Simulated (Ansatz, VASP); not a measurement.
**Ga4As3P (random alloy of the zinc-blende GaP-GaAs line, x = 0.75): VASP beside Ansatz**

Wanted: the spread between two codes on one cell, functional and k mesh. Of the first pair: The structure shown is the start of the Ansatz relaxation below; VASP solves that cell, so the two are compared at the walk's first step.

Calculated with Ansatz 0.2.0; plane waves, with VASP 6.6.1 beside it; PBE.

### 1. The structure

The cell holds 64 atoms: 32 Ga, 8 P and 24 As. Cell: a = 11.380 Å, b = 11.380 Å, c = 11.380 Å, α = 90.0°, β = 90.0°, γ = 90.0°. It derives from GaAs. Zinc-blende GaP-GaAs: 64 atoms, 24 of 32 P sites given to As at random, cell and internal coordinates interpolated linearly between the end members (Vegard's rule); (so at first; earlier steps may have moved the atoms), displaced by a Gaussian of 0.02 A. Lattice constants are starting values near those of PBE.

### 2. Ansatz: relaxation, PBE

Ansatz runs on its default PAW (the set named soft_2) files.

The two programs are compared at the cell with which this relaxation starts, whose forces are those of its first step.

File input.yaml:

```yaml
crystal:
  lattice:
    - [11.38, 0.0, 0.0]
    - [0.0, 11.38, 0.0]
    - [0.0, 0.0, 11.38]
  atoms:
    - { symbol: Ga, position: [0.00285, 0.99892, 0.99907] }
    - { symbol: P, position: [0.12311, 0.12652, 0.12096] }
    - { symbol: Ga, position: [0.00307, 0.24866, 0.25056] }
    - { symbol: As, position: [0.12456, 0.37757, 0.37138] }
    - { symbol: Ga, position: [0.24943, 0.99933, 0.25199] }
    - { symbol: As, position: [0.37307, 0.1247, 0.37346] }
    - { symbol: Ga, position: [0.25007, 0.25102, 0.99807] }
    - { symbol: P, position: [0.37701, 0.37658, 0.12588] }
    - { symbol: Ga, position: [0.00158, 0.9988, 0.49978] }
    - { symbol: P, position: [0.12336, 0.12453, 0.62593] }
    - { symbol: Ga, position: [0.99878, 0.2493, 0.74879] }
    - { symbol: As, position: [0.12351, 0.37382, 0.87498] }
    - { symbol: Ga, position: [0.24804, 0.00041, 0.75292] }
    - { symbol: P, position: [0.3763, 0.12466, 0.87344] }
    - { symbol: Ga, position: [0.24869, 0.25297, 0.50009] }
    - { symbol: As, position: [0.37388, 0.37534, 0.62869] }
    - { symbol: Ga, position: [0.00021, 0.50108, 0.00053] }
    - { symbol: As, position: [0.12438, 0.62299, 0.12439] }
    - { symbol: Ga, position: [0.99963, 0.75103, 0.25147] }
    - { symbol: P, position: [0.12664, 0.8755, 0.37656] }
    - { symbol: Ga, position: [0.24867, 0.5022, 0.2509] }
    - { symbol: As, position: [0.37448, 0.62586, 0.37487] }
    - { symbol: Ga, position: [0.25199, 0.75267, 0.00384] }
    - { symbol: As, position: [0.37255, 0.87246, 0.12411] }
    - { symbol: Ga, position: [0.00028, 0.50154, 0.50055] }
    - { symbol: As, position: [0.12145, 0.62446, 0.62646] }
    - { symbol: Ga, position: [0.0004, 0.75134, 0.74961] }
    - { symbol: As, position: [0.12465, 0.87533, 0.87572] }
    - { symbol: Ga, position: [0.25035, 0.50021, 0.74882] }
    - { symbol: P, position: [0.37566, 0.62521, 0.87699] }
    - { symbol: Ga, position: [0.25211, 0.75033, 0.49934] }
    - { symbol: As, position: [0.37388, 0.87574, 0.62514] }
    - { symbol: Ga, position: [0.4994, 8.0e-05, 0.99891] }
    - { symbol: As, position: [0.62623, 0.12421, 0.12715] }
    - { symbol: Ga, position: [0.50071, 0.25104, 0.24808] }
    - { symbol: As, position: [0.6253, 0.3763, 0.37332] }
    - { symbol: Ga, position: [0.74953, 6.0e-05, 0.24759] }
    - { symbol: As, position: [0.87555, 0.12649, 0.37349] }
    - { symbol: Ga, position: [0.75062, 0.24769, 0.99993] }
    - { symbol: As, position: [0.87216, 0.37697, 0.12572] }
    - { symbol: Ga, position: [0.49996, 0.99864, 0.50224] }
    - { symbol: As, position: [0.62846, 0.12173, 0.62717] }
    - { symbol: Ga, position: [0.50286, 0.25059, 0.74789] }
    - { symbol: As, position: [0.62652, 0.37468, 0.87394] }
    - { symbol: Ga, position: [0.74784, 0.00097, 0.75139] }
    - { symbol: As, position: [0.8739, 0.12591, 0.87299] }
    - { symbol: Ga, position: [0.75141, 0.25008, 0.49967] }
    - { symbol: As, position: [0.87482, 0.37653, 0.62632] }
    - { symbol: Ga, position: [0.50093, 0.50024, 0.00014] }
    - { symbol: P, position: [0.62609, 0.62541, 0.1262] }
    - { symbol: Ga, position: [0.49945, 0.74572, 0.25183] }
    - { symbol: P, position: [0.62884, 0.87578, 0.37482] }
    - { symbol: Ga, position: [0.74976, 0.49979, 0.25003] }
    - { symbol: As, position: [0.87303, 0.62409, 0.37325] }
    - { symbol: Ga, position: [0.75044, 0.74948, 0.00087] }
    - { symbol: As, position: [0.87469, 0.87673, 0.12538] }
    - { symbol: Ga, position: [0.50385, 0.49667, 0.49886] }
    - { symbol: As, position: [0.62658, 0.62944, 0.62456] }
    - { symbol: Ga, position: [0.50008, 0.7496, 0.75234] }
    - { symbol: As, position: [0.6245, 0.8762, 0.87444] }
    - { symbol: Ga, position: [0.74776, 0.50055, 0.75088] }
    - { symbol: As, position: [0.87727, 0.62481, 0.87392] }
    - { symbol: Ga, position: [0.75099, 0.75042, 0.50049] }
    - { symbol: As, position: [0.87487, 0.87704, 0.62565] }
kpoints:
  mp_grid: { grid: [1, 1, 1] }
hamiltonian:
  xc: pbe
scf:
  occupations: { method: fixed }
output:
  forces: true
relax:
  f_tol: 0.05
  max_steps: 150
  cell: {}
```

Run with:

```bash
ansatz run input.yaml --threads 4 --pin off --max-ram 8192MiB --backend cpu --events-out ev --progress --plain --runs-dir out
```

Numbers of over 12 decimals in the logs are rounded to 6 here.

What it wrote:

```text
Engine: ansatz 0.2.0, aarch64-unknown-linux-gnu
Pseudopotentials: kind: paw
Pseudopotential: Ga, paw, valence charge 13, recommended cutoff 420 eV (normal), Ga.paw.azcp
Pseudopotential: P, paw, valence charge 5, recommended cutoff 420 eV (normal), P.paw.azcp
Pseudopotential: As, paw, valence charge 15, recommended cutoff 420 eV (normal), As.paw.azcp
Functional definition: PBE
  parameter kappa = 0.804
  parameter beta = 0.066725
  exchange = pbe_x(kappa = kappa, mu = beta*pi^2/3)
  correlation = pbe_c(beta = beta)
Crystal: 64 atoms, lattice volume = 1473.760 Å³
Basis set: ecut = 420 eV, 28671 PW (Γ), exchange–correlation on 160×160×160 points (8 copies of the dense FFT grid, shifted against one another)
Bands: 490, of which v1, the nominal top of the filled ones, is band 408 counted from 1 (407 counted from 0)
Symmetry: 1 space group operations
Space group: P1 (ITA 1), of the structure as read, at distance tolerance 1.1e-4 Å
k-points: 1
Non-local potential: Ga, projectors of the file, l = 0: 2, l = 1: 2, l = 2: 3, l = 3: 1
Non-local potential: P, projectors of the file, l = 0: 2, l = 1: 2, l = 2: 2
Non-local potential: As, projectors of the file, l = 0: 2, l = 1: 2, l = 2: 3, l = 3: 1
PAW form: soft (Blöchl's): semilocal exchange-correlation on the pseudo side does not see the compensation charge
PAW one-centre angular grid: Ga, 590 points (default); XC on 64 Gauss nodes
PAW one-centre angular grid: P, 110 points (default); XC on 64 Gauss nodes
PAW one-centre angular grid: As, 590 points (default); XC on 64 Gauss nodes
Initial density: superposition of atomic densities (neutral atoms: chi_scale 0, normalization atom), corrected by the library's trained network
Initial wavefunctions: pseudopotential atomic-orbital guess
Functional: x = pbe(κ = 0.804, μ = 0.219515), c = pbe(β = 0.066725)
SCF iter   1: F=—  HF=-243666.108596 eV  |F-HF|=—  |Δ(HF+E_count)|=         —  Δρ=1.91e-3  dr2=3.66e-2  ethr=1.77e-3  ⟨swp⟩=5.0  Hψ=1443  notcnv=0  defer=77
preconditioner: auto → Resta (q_TF=auto, 2.472 Å⁻¹)  ε∞=3.7  [insulator: Δε(μ)=0.444 eV  Ē_g=14.237 eV  n_scr=388 (ndim 8)  ℏωp=23.2 eV  f_vac=0.078  ε∞_Penn≈3.7]
SCF iter   2: F=—  HF=-243666.064592 eV  |F-HF|=—  |Δ(HF+E_count)|=   4.40e-2  Δρ=7.76e-4  dr2=7.13e-3  ethr=4.49e-6  ⟨swp⟩=3.0  Hψ=1026  notcnv=0  defer=80
SCF iter   3: F=—  HF=-243666.065711 eV  |F-HF|=—  |Δ(HF+E_count)|=   1.12e-3  Δρ=4.61e-4  dr2=1.58e-3  ethr=8.74e-7  ⟨swp⟩=2.0  Hψ=823  notcnv=0  defer=80
SCF iter   4: F=—  HF=-243666.064621 eV  |F-HF|=—  |Δ(HF+E_count)|=   1.09e-3  Δρ=1.44e-4  dr2=2.34e-4  ethr=1.93e-7  ⟨swp⟩=2.0  Hψ=701  notcnv=0  defer=80
SCF iter   5: F=—  HF=-243666.064711 eV  |F-HF|=—  |Δ(HF+E_count)|=   9.02e-5  Δρ=3.52e-5  dr2=2.19e-5  ethr=2.86e-8  ⟨swp⟩=2.0  Hψ=821  notcnv=0  defer=79
SCF iter   6: F=—  HF=-243666.064732 eV  |F-HF|=—  |Δ(HF+E_count)|=   2.10e-5  Δρ=2.48e-5  dr2=7.01e-6  ethr=2.69e-9  ⟨swp⟩=3.0  Hψ=824  notcnv=0  defer=79
SCF iter   7: F=—  HF=-243666.064739 eV  |F-HF|=—  |Δ(HF+E_count)|=   6.22e-6  Δρ=5.57e-6  dr2=5.65e-7  ethr=8.59e-10  ⟨swp⟩=2.0  Hψ=701  notcnv=0  defer=79
SCF iter   8: F=—  HF=-243666.064740 eV  |F-HF|=—  |Δ(HF+E_count)|=   1.10e-6  Δρ=2.47e-6  dr2=1.18e-7  ethr=1.23e-11  ⟨swp⟩=4.0  Hψ=1718  notcnv=0
SCF iter   9: F=-243666.064740 eV  HF=-243666.064740 eV  |F-HF|=4.45e-9  |Δ(HF+E_count)|=   8.53e-9  Δρ=1.01e-6  dr2=1.04e-8  ethr=1.23e-11  ⟨swp⟩=4.0  Hψ=1704  notcnv=0
SCF 1 converged in 9 iterations: F = -243666.064740 eV  dr2 = 1.04e-8
  greatest PAW one-centre occupation: 0.999 electrons in one spin orbital (limit 2), on the As atom at site 27 (counted from 0), in its partial waves of l = 2
relax step   1: F+E_penalty+E_count = -243666.06473965 eV  Δ(F+E_penalty+E_count) = +0.000e0 eV  max|allowed force component| = 8.300e-1 eV/Å  Δτ_max = 0.0000 Å  P = +0.095 GPa  Ω = 1473.760 Å³  (9 SCF iters, dr2 threshold 1.00e-7 eV, accepted)
Crystal: 64 atoms, lattice volume = 1472.728 Å³
Basis set: ecut = 420 eV, 28693 PW (Γ), exchange–correlation on 160×160×160 points (8 copies of the dense FFT grid, shifted against one another)
Initial density: handed on by an earlier stage of this run
Initial wavefunctions: those handed on with the density
iter 1 solved again at ethr=3.48e-5 eV; its pass at ethr=3.10e-3 eV (dr2=2.84e-1 eV) is discarded
SCF iter   1: F=—  HF=-243666.935671 eV  |F-HF|=—  |Δ(HF+E_count)|=         —  Δρ=7.42e-3  dr2=2.85e-1  ethr=3.48e-5  ⟨swp⟩=3.0  Hψ=1479  notcnv=0  defer=77
preconditioner: auto → Resta (q_TF=auto, 2.473 Å⁻¹)  ε∞=3.7  [insulator: Δε(μ)=0.457 eV  Ē_g=14.248 eV  n_scr=388 (ndim 8)  ℏωp=23.2 eV  f_vac=0.079  ε∞_Penn≈3.7]
SCF iter   2: F=—  HF=-243666.899130 eV  |F-HF|=—  |Δ(HF+E_count)|=   3.65e-2  Δρ=3.74e-3  dr2=7.62e-2  ethr=3.48e-5  ⟨swp⟩=2.0  Hψ=482  notcnv=0  defer=80
[...]
atom  12  As    -0.00449703     0.00559724    -0.00121995
  atom  13  Ga    -0.00355279    -0.00121667    -0.00361403
  atom  14  P      0.00105522     0.00718267     0.00117396
  atom  15  Ga    -0.00048061    -0.00696768     0.00179616
  atom  16  As     0.00161444    -0.00157503     0.00269686
  atom  17  Ga     0.00444506    -0.00038372    -0.00237326
  atom  18  As    -0.00012482    -0.00388541     0.00210343
  atom  19  Ga     0.00333042     0.01028543    -0.00394778
  atom  20  P     -0.00540567    -0.00194062     0.00608814
  atom  21  Ga     0.00314022    -0.00411116    -0.00682939
  atom  22  As    -0.00210552    -0.00124853     0.00236361
  atom  23  Ga     0.00298115    -0.01068902    -0.00779694
  atom  24  As    -0.00160146    -0.00496448    -0.00917484
  atom  25  Ga     0.00312378     0.00173240     0.00138142
  atom  26  As    -0.00125030     0.00065500    -0.00415020
  atom  27  Ga     0.00565299    -0.00429320    -0.00150322
  atom  28  As    -0.00422783     0.00405082     0.00215012
  atom  29  Ga     0.00105030     0.00562506     0.00281437
  atom  30  P      0.00454397    -0.00230621     0.00516860
  atom  31  Ga    -0.00659146    -0.00026012     0.00199758
  atom  32  As     0.00528080    -0.00303158    -0.00317524
  atom  33  Ga     0.00248166     0.00631175     0.00675882
  atom  34  As    -0.00124687    -0.00147924    -0.00309256
  atom  35  Ga    -0.00330962     0.00073832    -0.00419971
[...]
atom  57  Ga    -0.00250159     0.00379455    -0.00260883
  atom  58  As     0.00429388    -0.00095148    -0.00109389
  atom  59  Ga    -0.00438384     0.00053655     0.00333344
  atom  60  As     0.00073576    -0.00124535     0.00451132
  atom  61  Ga    -0.00705287     0.00277173     0.00424678
  atom  62  As    -0.00444214     0.00355680     0.00511640
  atom  63  Ga    -0.00568148     0.00704996    -0.01097790
  atom  64  As    -0.00007240    -0.00237263    -0.00074404
  max |Σ_I F_I| component: 1.40e-6 eV/Å
--- Stress (GPa, compression-positive) ---
        0.003958      -0.000028       0.004659
       -0.000028      -0.007075       0.001151
        0.004659       0.001151      -0.004918
  P = ⅓ Tr σ = -0.0027 GPa (-0.027 kbar)
--- Relaxed structure (3 steps of the walk, 3 accepted, 1 SCFs on fresh bases) ---
  F+E_penalty+E_count = -243666.93807236 eV   max|allowed force component| = 1.217e-2 eV/Å   (the final SCF, on the basis selected at the relaxed cell)
  cell:  # Å, volume = 1471.7868 Å³
    - [11.374671, -0.000122745, -0.000705427]
    - [-0.000122745, 11.375805, -0.000163581]
    - [-0.000705427, -0.000163581, 11.374280]
  atoms:
    - { symbol: Ga, position: [0.00391065, 1.003070, 1.003832] }
    - { symbol: P, position: [0.127562, 0.125004, 0.125029] }
    - { symbol: Ga, position: [0.00335461, 0.246526, 0.246377] }
    - { symbol: As, position: [0.126455, 0.373187, 0.373848] }
    - { symbol: Ga, position: [0.244455, 0.999566, 0.249698] }
    - { symbol: As, position: [0.373297, 0.124306, 0.373984] }
    - { symbol: Ga, position: [0.253608, 0.247348, 1.003461] }
    - { symbol: P, position: [0.374945, 0.375151, 0.122984] }
    - { symbol: Ga, position: [0.00707673, 1.000238, 0.500637] }
    - { symbol: P, position: [0.126441, 0.124196, 0.625193] }
    - { symbol: Ga, position: [1.004563, 0.246891, 0.746923] }
    - { symbol: As, position: [0.128110, 0.373232, 0.876154] }
    - { symbol: Ga, position: [0.250672, 0.00709368, 0.750203] }
    - { symbol: P, position: [0.372948, 0.126168, 0.876292] }
    - { symbol: Ga, position: [0.247402, 0.246810, 0.503646] }
    - { symbol: As, position: [0.374052, 0.374171, 0.627095] }
    - { symbol: Ga, position: [0.000787604, 0.499623, 0.000194318] }
    - { symbol: As, position: [0.127227, 0.625501, 0.125227] }
    - { symbol: Ga, position: [1.003992, 0.753775, 0.253553] }
    - { symbol: P, position: [0.125500, 0.877430, 0.374913] }
    - { symbol: Ga, position: [0.254066, 0.496538, 0.246564] }
    - { symbol: As, position: [0.375996, 0.626336, 0.372930] }
    - { symbol: Ga, position: [0.254125, 0.747882, -0.00264072] }
    - { symbol: As, position: [0.375152, 0.875478, 0.125412] }
    - { symbol: Ga, position: [0.000274113, 0.500270, 0.498956] }
    - { symbol: As, position: [0.126572, 0.626304, 0.625013] }
    - { symbol: Ga, position: [-0.000112598, 0.751375, 0.750442] }
    - { symbol: As, position: [0.127467, 0.877191, 0.875266] }
    - { symbol: Ga, position: [0.253913, 0.503142, 0.754201] }
    - { symbol: P, position: [0.375882, 0.624386, 0.877403] }
    - { symbol: Ga, position: [0.247696, 0.754367, 0.495879] }
    - { symbol: As, position: [0.374093, 0.876392, 0.625157] }
    - { symbol: Ga, position: [0.495489, 0.00329332, 0.996866] }
    - { symbol: As, position: [0.622938, 0.125109, 0.124968] }
    - { symbol: Ga, position: [0.495652, 0.253482, 0.246402] }
    - { symbol: As, position: [0.623872, 0.375983, 0.372812] }
    - { symbol: Ga, position: [0.746731, -0.00265374, 0.253207] }
    - { symbol: As, position: [0.877301, 0.123076, 0.374802] }
    - { symbol: Ga, position: [0.750014, 0.250367, 0.999945] }
    - { symbol: As, position: [0.875244, 0.375029, 0.125253] }
    - { symbol: Ga, position: [0.502548, 0.996396, 0.495919] }
    - { symbol: As, position: [0.623884, 0.124174, 0.625012] }
    - { symbol: Ga, position: [0.496183, 0.247055, 0.754210] }
    - { symbol: As, position: [0.621939, 0.376178, 0.877173] }
    - { symbol: Ga, position: [0.750531, -0.000935414, 0.750481] }
    - { symbol: As, position: [0.877238, 0.125028, 0.875216] }
    - { symbol: Ga, position: [0.750373, 0.249982, 0.498863] }
    - { symbol: As, position: [0.876210, 0.374202, 0.625006] }
    - { symbol: Ga, position: [0.496455, 0.503255, 0.00376401] }
    - { symbol: P, position: [0.622888, 0.625427, 0.125044] }
    - { symbol: Ga, position: [0.505962, 0.750984, 0.249414] }
    - { symbol: P, position: [0.624819, 0.874377, 0.373851] }
    - { symbol: Ga, position: [0.747091, 0.503719, 0.246174] }
    - { symbol: As, position: [0.874193, 0.627182, 0.373889] }
    - { symbol: Ga, position: [0.746577, 0.747440, 0.00404099] }
    - { symbol: As, position: [0.875300, 0.875357, 0.126849] }
    - { symbol: Ga, position: [0.499082, 0.499786, 0.500361] }
    - { symbol: As, position: [0.623772, 0.626324, 0.625128] }
    - { symbol: Ga, position: [0.495688, 0.747000, 0.753432] }
    - { symbol: As, position: [0.622819, 0.874266, 0.876206] }
    - { symbol: Ga, position: [0.749435, 0.499695, 0.750155] }
    - { symbol: As, position: [0.874198, 0.625350, 0.876188] }
    - { symbol: Ga, position: [0.746940, 0.753916, 0.497170] }
    - { symbol: As, position: [0.876193, 0.876229, 0.623123] }
```

The column dr2 measures how far the density is from self-consistency, as an energy; F and HF (Harris–Foulkes) agree once it is small.

(Continued in part 2 of 2.)

[Lines on the potential files, build, host, timing and source positions are cut from VASP's logs without a mark.]

[Logs are printed without paths, hosts, clocks, repeated set-up lines and the standing remarks that a program may print on its own settings, such as how far it seeks lower states.]

[Hosts, paths, dates, database ids (printed as entryN), source tags and the programs' standing remarks are cut or masked in the printed files.]
